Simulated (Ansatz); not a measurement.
# WS2: the cost of one run

Method: DFT PBEsol, scalar-relativistic, in Ansatz 0.2.0.

**1. Starting point**

It takes space group R3m (No. 160, trigonal). The conventional cell has a = 3.158 Å, b = 3.158 Å, c = 18.490 Å, α = 90.00°, β = 90.00°, γ = 120.00°. W (site symmetry 3m) is surrounded by 6 S at 2.39 to 2.42 Å. S (site symmetry 3m) is surrounded by 3 W at 2.39 Å. Around S (site symmetry 3m) lie 3 W at 2.42 Å.

Coordinates:

```cif
data_structure
_symmetry_space_group_name_H-M 'R3m:H'
_symmetry_Int_Tables_number 160
_cell_length_a 3.1580
_cell_length_b 3.1580
_cell_length_c 18.4900
_cell_angle_alpha 90.000
_cell_angle_beta 90.000
_cell_angle_gamma 120.000
_cell_volume 159.70
loop_
_atom_site_label
_atom_site_type_symbol
_atom_site_symmetry_multiplicity
_atom_site_Wyckoff_symbol
_atom_site_fract_x
_atom_site_fract_y
_atom_site_fract_z
_atom_site_occupancy
W1 W 3 a 0.00000 0.00000 0.00000 1
S1 S 3 a 0.66667 0.33333 0.08363 1
S2 S 3 a 0.33333 0.66667 0.24767 1
```

The file gives the conventional cell by its symmetry; the runs use the cell typed in the input.

Atoms are numbered in the order of the input: W1, S2, S3.

**2. After the deformation**

Space group R3m before, R3m after.

**3. All-electron LAPW**

The input, input.yaml:

```yaml
crystal:
  lattice:
    - [1.5790003843, 0.9116362969, 6.1016967]
    - [-1.5790003843, 0.9116362969, 6.1016967]
    - [0.0, -1.8232725938, 6.1016967]
  atoms:
    - { symbol: W, position: [0.0, 0.0, 0.0] }
    - { symbol: S, position: [0.7503, 0.7503, 0.7503] }
    - { symbol: S, position: [0.581, 0.581, 0.581] }
kpoints:
  mp_grid: { grid: [15, 15, 15] }
  band_path:
    path:
      - [0.0, 0.0, 0.0]
      - [0.5, 0.5, 0.5]
      - [0.8184516957, 0.1815483043, 0.5]
      - [0.5, -0.1815483043, 0.1815483043]
      - [0.5, 0.0, 0.0]
      - [0.0, 0.0, 0.0]
      - [0.3407741522, -0.3407741522, 0.0]
      - [0.6592258479, 0.0, 0.3407741522]
      - [0.5, 0.0, 0.5]
    npoints: 5
scf:
  occupations: { method: fermi_dirac, width: 0.03 }
hamiltonian:
  xc: pbesol
  pseudopotentials: { kind: all_electron, lapw: { basis_error: 0.001 } }
output:
  forces: true
  stress: true
  eigenvalues: true
```

The run is started by

```
> ansatz run input.yaml --threads 1 --pin off --max-ram 4096MiB --backend cpu --events-out ev --progress --plain --runs-dir out
```

What time and memory should one allow on 1 thread of Intel Xeon 6975P-C (Granite Rapids), shared host?

About 3.1 min, with a peak of 1.4 GiB.
